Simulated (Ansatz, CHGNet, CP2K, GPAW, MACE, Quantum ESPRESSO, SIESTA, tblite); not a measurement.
# Wurtzite SiC, size series (72 atoms) in CP2K

Wanted: CP2K inputs and outputs for wurtzite SiC, size series (72 atoms), checked against a plane-wave reference.

Main program and level: CP2K 2026.2; the method is named at each step.

**1. The starting structure**

The cell holds 72 atoms: 36 Si and 36 C. Cell: a = 9.228 Å, b = 9.228 Å, c = 10.096 Å, α = 90.0°, β = 90.0°, γ = 120.0°. It derives from SiC (wurtzite), repeated 3×3×2. Wurtzite SiC (a = 3.076 Å, c = 5.048 Å), 3 x 3 x 2 conventional cells; ideal positions. Then every atom was moved at random, 0.03 Å r.m.s. a Cartesian component.

The yardstick, on the same geometry:

| Property | Result |
| --- | --- |
| method | Kohn-Sham DFT, PBE, PAW, plane waves (Ansatz 0.2.0); cutoff 420 eV, Γ point, fermi-dirac smearing of 0.05 eV; PAW set soft_2 |
| r.m.s. force component | 0.9796 eV/Å |
| longest force | 4.452 eV/Å |
| pressure | 5.148 GPa |
| gap (highest filled to lowest empty level) | 1.998 eV |
| SCF cycles | 7 |
| time | 6.8 s on 4 threads of Arm Neoverse V1, shared host |
| CPU time | 22 s |

**2. PBE, DZVP-MOLOPT-SR, 450/50 Ry, diagonalisation**

Method: Kohn-Sham DFT, PBE, GTH-PBE pseudopotentials, Gaussian and plane waves, DZVP-MOLOPT-SR-GTH, diagonalisation.

The input, input.inp:

```
&GLOBAL
  PROJECT cell
  RUN_TYPE ENERGY_FORCE
  PRINT_LEVEL LOW
&END GLOBAL
&FORCE_EVAL
  METHOD QS
  STRESS_TENSOR ANALYTICAL
  &DFT
    BASIS_SET_FILE_NAME BASIS_MOLOPT
    POTENTIAL_FILE_NAME GTH_POTENTIALS
    &MGRID
      CUTOFF 450
      REL_CUTOFF 50
    &END MGRID
    &QS
      EPS_DEFAULT 1.0E-12
    &END QS
    &SCF
      SCF_GUESS ATOMIC
      EPS_SCF 5.0E-06
      MAX_SCF 200
      ADDED_MOS 14
      &DIAGONALIZATION
        ALGORITHM STANDARD
      &END DIAGONALIZATION
      &SMEAR ON
        METHOD FERMI_DIRAC
        ELECTRONIC_TEMPERATURE [K] 580
      &END SMEAR
      &MIXING
        METHOD BROYDEN_MIXING
        ALPHA 0.3
        NBROYDEN 12
      &END MIXING
      &PRINT
        &RESTART OFF
        &END RESTART
      &END PRINT
    &END SCF
    &XC
      &XC_FUNCTIONAL PBE
      &END XC_FUNCTIONAL
    &END XC
    &PRINT
      &MULLIKEN ON
      &END MULLIKEN
      &HIRSHFELD ON
        SHAPE_FUNCTION DENSITY
      &END HIRSHFELD
      &MO ON
        EIGENVALUES T
        OCCUPATION_NUMBERS T
        MO_INDEX_RANGE 133 156
        &EACH
          QS_SCF 0
        &END EACH
        ADD_LAST NUMERIC
      &END MO
    &END PRINT
  &END DFT
  &SUBSYS
    &CELL
      A 9.22800 0.00000 0.00000
      B -4.61400 7.99168 0.00000
      C 0.00000 0.00000 10.09600
    &END CELL
    &COORD
      SCALED
      Si 0.00790 0.00894 0.00317
      C 0.10932 0.22534 0.05961
      Si 0.10937 0.21982 0.24977
      C 0.00141 1.00000 0.31162
      Si 0.99777 0.99682 0.50083
      C 0.10631 0.21872 0.56114
      Si 0.11349 0.22816 0.75296
      C 0.00243 0.00328 0.80947
      Si 0.99643 0.33193 0.99889
      C 0.11287 0.56274 0.06335
      Si 0.11583 0.55566 0.24901
      C 0.99775 0.33948 0.31070
      Si 0.00352 0.33141 0.49943
      C 0.11087 0.55236 0.56191
      Si 0.10364 0.55059 0.74867
      C 0.00101 0.33240 0.81313
      Si 0.99942 0.66467 0.99322
      C 0.11065 0.88879 0.06515
      Si 0.11112 0.88343 0.25179
      C 0.00455 0.67058 0.30774
      Si 0.99969 0.66961 0.50264
      C 0.11669 0.89003 0.56490
      Si 0.10809 0.88768 0.74922
      C 0.99983 0.66594 0.82131
      Si 0.33049 0.00474 0.00204
      C 0.44517 0.21725 0.06476
      Si 0.44879 0.21980 0.24700
      C 0.33248 0.99799 0.30666
      Si 0.33540 0.00166 0.49664
      C 0.44689 0.21751 0.56130
      Si 0.45062 0.22424 0.75291
      C 0.33359 0.00409 0.80994
      Si 0.33229 0.32847 0.99778
      C 0.44707 0.56336 0.06230
      Si 0.44330 0.55451 0.24884
      C 0.33031 0.33255 0.31613
      Si 0.32906 0.33400 0.50340
      C 0.44843 0.56207 0.56509
      Si 0.45122 0.56306 0.74896
      C 0.32953 0.33402 0.81133
      Si 0.33534 0.66942 0.00245
      C 0.44472 0.88942 0.05931
      Si 0.43856 0.88482 0.25164
      C 0.32825 0.66315 0.31086
      Si 0.33316 0.67156 0.50245
      C 0.44380 0.88254 0.56105
      Si 0.44351 0.88864 0.74464
      C 0.32633 0.66088 0.81515
      Si 0.66170 0.99524 0.99724
      C 0.78118 0.22085 0.06364
      Si 0.77726 0.22222 0.25148
      C 0.66202 0.99782 0.31130
      Si 0.66543 0.99617 0.50617
      C 0.78295 0.22527 0.56432
      Si 0.77932 0.22021 0.74985
      C 0.66162 0.00091 0.81734
[... 12 atom lines left out ...]
      Si 0.66253 0.66156 0.50334
      C 0.78492 0.89085 0.56274
      Si 0.77986 0.89139 0.75268
      C 0.66585 0.66323 0.81700
    &END COORD
    &KIND Si
      BASIS_SET DZVP-MOLOPT-SR-GTH-q4
      POTENTIAL GTH-PBE-q4
    &END KIND
    &KIND C
      BASIS_SET DZVP-MOLOPT-SR-GTH-q4
      POTENTIAL GTH-PBE-q4
    &END KIND
  &END SUBSYS
  &PRINT
    &FORCES ON
    &END FORCES
    &STRESS_TENSOR ON
    &END STRESS_TENSOR
  &END PRINT
&END FORCE_EVAL
```

Launch:

```console
$ OMP_NUM_THREADS=2 cp2k.psmp -i input.inp > output.txt
```

Numbers of over 12 decimals in the logs are rounded to 6 here.

The program printed:

```text
CP2K| version string:                                       CP2K version 2026.2
 CP2K| Input file name                                                 input.inp
 GLOBAL| Basis set file name                                        BASIS_MOLOPT
 GLOBAL| Potential file name                                      GTH_POTENTIALS
 GLOBAL| Run type                                                   ENERGY_FORCE
 GLOBAL| Total number of message passing processes                             1
 GLOBAL| Number of threads for this process                                    2
 TOTAL NUMBERS AND MAXIMUM NUMBERS
  Total number of            - Atomic kinds:                                   2
                             - Atoms:                                         72
                             - Shell sets:                                    72
                             - Shells:                                       360
                             - Primitive Cartesian functions:                324
                             - Cartesian basis functions:                   1008
                             - Spherical basis functions:                    936
  Maximum angular momentum of- Orbital basis functions:                        2
                             - Local part of the GTH pseudopotential:          2
                             - Non-local part of the GTH pseudopotential:      2
 SCF PARAMETERS         Density guess:                                    ATOMIC
                        max_scf:                                             200
                        eps_scf:                                        5.00E-06
                        added MOs                                        14    0
                        Mixing method:                            BROYDEN_MIXING
                                                charge density mixing in g-space
                        Smear method:                                FERMI_DIRAC
                        Electronic temperature [K]:                        580.0
                        Electronic temperature [a.u.]:                  1.84E-03
                        Accuracy threshold:                             1.00E-10
 Extrapolation method: initial_guess
 Number of electrons:                                                        288
 Number of occupied orbitals:                                                144
 Number of molecular orbitals:                                               158
 Number of orbital functions:                                                936
 Number of independent orbital functions:                                    936
 SCF WAVEFUNCTION OPTIMIZATION
  Step     Update method      Time    Convergence         Total energy    Change
     1 NoMix/Diag. 0.30E+00    5.9     1.49264469      -351.4204228083 -3.51E+02
     2 Broy./Diag. 0.30E+00   10.3     0.12353092      -332.5355082561  1.89E+01
     3 Broy./Diag. 0.30E+00   10.2     0.06937517      -343.7644985311 -1.12E+01
     4 Broy./Diag. 0.30E+00   10.3     0.00858439      -347.0940502134 -3.33E+00
[...]
10 Broy./Diag. 0.30E+00   10.3     0.00000692      -346.8250093212 -8.28E-04
    11 Broy./Diag. 0.30E+00   10.4     0.00000458      -346.8256130690 -6.04E-04
  *** SCF run converged in    11 steps ***
  Electronic density on regular grids:       -288.0000000000        0.0000000000
  Core density on regular grids:              287.9999999996       -0.0000000004
  Total charge density on r-space grids:       -0.0000000004
  Total charge density g-space grids:          -0.0000000004
  Overlap energy of the core charge distribution:               1.48872e-07
  Self energy of the core charge distribution:               -849.348013
  Core Hamiltonian energy:                                    233.796552
  Hartree energy:                                             378.784667
  Exchange-correlation energy:                               -110.058820
  Electronic entropic energy:                                  -2.8729e-10
  Fermi energy:                                                 0.344979
  Total energy:                                              -346.825613
  Total energy (extrapolated to T->0):                       -346.825613
 MO| EIGENVALUES AND OCCUPATION NUMBERS
 MO|
 MO|  Index      Eigenvalue [a.u.]        Eigenvalue [eV]             Occupation
 MO|    133               0.269295               7.327898               2.000000
 MO|    134               0.270722               7.366724               2.000000
 MO|    135               0.273221               7.434711               2.000000
[...]
MO|    155               0.443216              12.060519               0.000000
 MO|    156               0.443533              12.069141               0.000000
 MO| Sum:                                                             288.000000
 MO| E(Fermi):            0.344979 a.u.          9.387359 eV
 !-----------------------------------------------------------------------------!
                     Mulliken Population Analysis
 #  Atom  Element  Kind  Atomic population                           Net charge
       1     Si       1          3.577742                              0.422258
       2     C        2          4.432945                             -0.432945
       3     Si       1          3.580575                              0.419425
[...]
71     Si       1          3.575303                              0.424697
      72     C        2          4.426073                             -0.426073
 # Total charge                            288.000000                 -0.000000
 !-----------------------------------------------------------------------------!
 !-----------------------------------------------------------------------------!
                           Hirshfeld Charges
  #Atom  Element  Kind  Ref Charge     Population                    Net charge
      1       Si     1       4.000          3.684                         0.316
      2       C      2       4.000          4.314                        -0.314
      3       Si     1       4.000          3.684                         0.316
[...]
71       Si     1       4.000          3.682                         0.318
     72       C      2       4.000          4.314                        -0.314
  Total Charge                                                           -0.000
 !-----------------------------------------------------------------------------!
 ENERGY| Total FORCE_EVAL ( QS ) energy [hartree]           -346.825960
 FORCES| Atomic forces [hartree/bohr]
 FORCES|   Atom     x               y               z               |f|
 FORCES|      1 -1.22530501E-02 -3.94315517E-02 -6.60261133E-03   4.18160134E-02
 FORCES|      2  1.69825056E-02  4.59604390E-03  9.99727881E-03   2.02354812E-02
 FORCES|      3 -5.69272782E-03  1.17307878E-02  8.49750057E-03   1.55636129E-02
[...]
FORCES|     71 -2.53850374E-03 -3.91082142E-03  2.38368696E-03   5.23645767E-03
 FORCES|     72  2.39889250E-03  2.08361797E-02 -3.24254074E-02   3.86174587E-02
 FORCES| Sum    -1.04442972E-04 -3.07544748E-05 -3.32977292E-05
 FORCES| Total atomic force                                       1.13854780E-04
 STRESS| Analytical stress tensor [bar]
 STRESS|                        x                   y                   z
 STRESS|      x        4.55390018022E+04   8.30081931153E+03  -1.00727607399E+03
 STRESS|      y        8.30081931153E+03   4.72800261357E+04  -2.30678511673E+03
 STRESS|      z       -1.00727607399E+03  -2.30678511673E+03   3.30905862356E+04
 STRESS| 1/3 Trace                                             4.19698713912E+04
```

It took 2.4 min on 2 threads of Arm Neoverse V1, shared host; peak memory 1.7 GiB; 4.6 min of CPU time.

Banners, paths, timers and routine set-up lines are dropped from the logs unmarked, and long logs keep their key lines alone; longer cuts are marked.

Numbers from this run, and their distance from the reference:

- r.m.s. force component: 0.9854 eV/Å
- r.m.s. difference of force components: 13.66 meV/Å
- longest difference of force vectors: 51.72 meV/Å
- force difference over r.m.s. force: 1.394 %
- slope of forces against the reference's: 1.006
- correlation of force components: 0.9999
- gap (highest filled to lowest empty level): 2.051 eV
- gap difference: 0.0529 eV
- pressure: 4.197 GPa
- pressure difference: -0.9509 GPa

Length of the force difference by element (eV/Å):

```
element  atoms   mean   most
      C     36  0.019  0.033
     Si     36  0.024  0.052
```

Levels nearest the highest filled one (eV from it): -1.04, -1.00, -0.93, -0.93, -0.89, -0.83, -0.73, -0.73, -0.63, -0.22, -0.06, 0.00, 2.05, 2.07, 3.16, 3.17, 3.21, 3.22, 3.26, 3.27, 3.57, 3.62, 3.69, 3.70.

Local excerpt of 9 atoms (numbers count through the whole input) about C24, which bears the longest force; x, y, z are measured from there.

```
atom      x      y      z  distance (Å)  bonds  Hirshfeld charge (e)     Fx     Fy  Fz (eV/Å)
 C24   0.00   0.00   0.00          0.00      4                 -0.32  -0.49   0.02      -4.43
Si17   0.00  -0.01   1.74          1.74      4                  0.30   0.08   0.92       3.47
Si15   1.49  -0.92  -0.73          1.90      4                  0.31   0.98   0.78       0.79
Si23  -0.02   1.77  -0.73          1.92      4                  0.32   0.81   0.55       0.93
Si63  -1.55  -0.87  -0.80          1.95      4                  0.32   0.50  -0.28       3.04
 C58  -1.51  -0.85   2.39          2.95      4                 -0.31  -1.15  -1.47       0.42
 C10   1.52  -0.82   2.44          2.99      4                 -0.31   0.52  -1.31      -0.62
 C48   3.04  -0.04  -0.06          3.04      4                 -0.31   0.56   0.98      -1.12
 C18  -0.01   1.78   2.46          3.04      4                 -0.31  -0.12   0.38      -0.93
```

Forces lie 1.4 % from the reference's, at 13 times its CPU time (on 2 against 4 cores).

**3. PBE, DZVP-MOLOPT-SR, 450/70 Ry, diagonalisation**

Method: Kohn-Sham DFT, PBE, GTH-PBE pseudopotentials, Gaussian and plane waves, DZVP-MOLOPT-SR-GTH, diagonalisation.

input.inp: that of step 2 with these lines changed.

```diff
@@ -13,3 +13,3 @@
       CUTOFF 450
-      REL_CUTOFF 50
+      REL_CUTOFF 70
     &END MGRID
@@ -68,4 +68,27 @@
     &COORD
-      SCALED
-[... 72 atom lines left out: the same atoms as in the first run ...]
+      Si 0.03165 0.07145 0.03200
+      C -0.03091 1.80085 0.60182
+      Si -0.00498 1.75673 2.52168
+      C -4.60099 7.99168 3.14612
+      Si 4.60809 7.96627 5.05638
+      C -0.02815 1.74794 5.66527
+      Si -0.00544 1.82338 7.60188
+      C 0.00729 0.02621 8.17241
+      Si 7.66353 2.65268 10.08479
+      C -1.55492 4.49724 0.63958
+      Si -1.49494 4.44066 2.51400
+      C 7.64088 2.71302 3.13683
+      Si -1.49664 2.64852 5.04225
+      C -1.52548 4.41428 5.67304
+      Si -1.58403 4.40014 7.55857
+      C -1.52437 2.65643 8.20936
+      Si 6.15586 5.31183 10.02755
+      C -3.07980 7.10293 0.65775
+      Si -3.05073 7.06009 2.54207
+      C -3.05207 5.35906 3.10694
+[... 48 atom lines left out ...]
+      Si 3.06139 5.28698 5.08172
+      C 3.13286 7.11939 5.68142
+      Si 3.08367 7.12370 7.59906
+      C 3.08432 5.30032 8.24843
     &END COORD
```

The program printed:

```text
CP2K| version string:                                       CP2K version 2026.2
 CP2K| Input file name                                                 input.inp
 GLOBAL| Basis set file name                                        BASIS_MOLOPT
 GLOBAL| Potential file name                                      GTH_POTENTIALS
 GLOBAL| Run type                                                   ENERGY_FORCE
 GLOBAL| Total number of message passing processes                             1
 GLOBAL| Number of threads for this process                                    2
 TOTAL NUMBERS AND MAXIMUM NUMBERS
  Total number of            - Atomic kinds:                                   2
                             - Atoms:                                         72
[... lines left out ...]
                        Smear method:                                FERMI_DIRAC
[... lines left out ...]
 Number of electrons:                                                        288
[... lines left out ...]
  Step     Update method      Time    Convergence         Total energy    Change
[... lines left out ...]
  *** SCF run converged in    11 steps ***
[... lines left out ...]
  Fermi energy:                                                 0.344979
  Total energy:                                              -346.825611
  Total energy (extrapolated to T->0):                       -346.825611
[... lines left out ...]
 MO| E(Fermi):            0.344979 a.u.          9.387361 eV
[... lines left out ...]
 !-----------------------------------------------------------------------------!
 !-----------------------------------------------------------------------------!
                           Hirshfeld Charges
  #Atom  Element  Kind  Ref Charge     Population                    Net charge
      1       Si     1       4.000          3.684                         0.316
      2       C      2       4.000          4.314                        -0.314
      3       Si     1       4.000          3.684                         0.316
[...]
71       Si     1       4.000          3.682                         0.318
     72       C      2       4.000          4.314                        -0.314
  Total Charge                                                           -0.000
 !-----------------------------------------------------------------------------!
 ENERGY| Total FORCE_EVAL ( QS ) energy [hartree]           -346.825957
 FORCES| Atomic forces [hartree/bohr]
 FORCES|   Atom     x               y               z               |f|
 FORCES|      1 -1.22522169E-02 -3.94312657E-02 -6.60111578E-03   4.18152635E-02
 FORCES|      2  1.69802344E-02  4.59484460E-03  9.99853775E-03   2.02339249E-02
 FORCES|      3 -5.69484834E-03  1.17315155E-02  8.49697868E-03   1.55646523E-02
[...]
FORCES|     71 -2.53602526E-03 -3.90963887E-03  2.38164399E-03   5.23344326E-03
 FORCES|     72  2.39918449E-03  2.08369061E-02 -3.24233900E-02   3.86161749E-02
 FORCES| Sum    -1.03930678E-04 -3.11384506E-05 -3.37631423E-05
 FORCES| Total atomic force                                       1.13627192E-04
 STRESS| Analytical stress tensor [bar]
 STRESS|                        x                   y                   z
 STRESS|      x        4.55376072316E+04   8.30173075860E+03  -1.00745751215E+03
 STRESS|      y        8.30173075860E+03   4.72798303873E+04  -2.30664691168E+03
 STRESS|      z       -1.00745751215E+03  -2.30664691168E+03   3.30900744353E+04
 STRESS| 1/3 Trace                                             4.19691706847E+04
```

Wall time 3.3 min (2 threads); peak memory 1.7 GiB.

Compared with the plane-wave run:

| Item | Value |
| --- | --- |
| r.m.s. force component | 0.9854 eV/Å |
| r.m.s. difference of force components | 13.66 meV/Å |
| longest difference of force vectors | 51.72 meV/Å |
| force difference over r.m.s. force | 1.395 % |
| slope of forces against the reference's | 1.006 |
| correlation of force components | 0.9999 |
| gap (highest filled to lowest empty level) | 2.051 eV |
| gap difference | 0.0529 eV |
| pressure | 4.197 GPa |
| pressure difference | -0.951 GPa |
| energy less the same-level run's | 0.0009 meV/atom |
| r.m.s. force difference from the same-level run | 0.089 meV/Å |

Against the first run (1.4 %), the force difference from the reference is 1.4 %, at 1.4 times the CPU time: the change moves forces by 0.089 meV/Å r.m.s., so most of the difference comes from elsewhere.

[end of part 1 of 2]

[Also dropped from logs without a mark: logging warnings of Python, and SIESTA's first energy breakdown and zero terms.]

[Logs are printed without paths, hosts, clocks, repeated set-up lines and the standing remarks that a program may print on its own settings, such as how far it seeks lower states.]

[Hosts, paths, dates, database ids (printed as entryN), source tags and the programs' standing remarks are cut or masked in the printed files.]
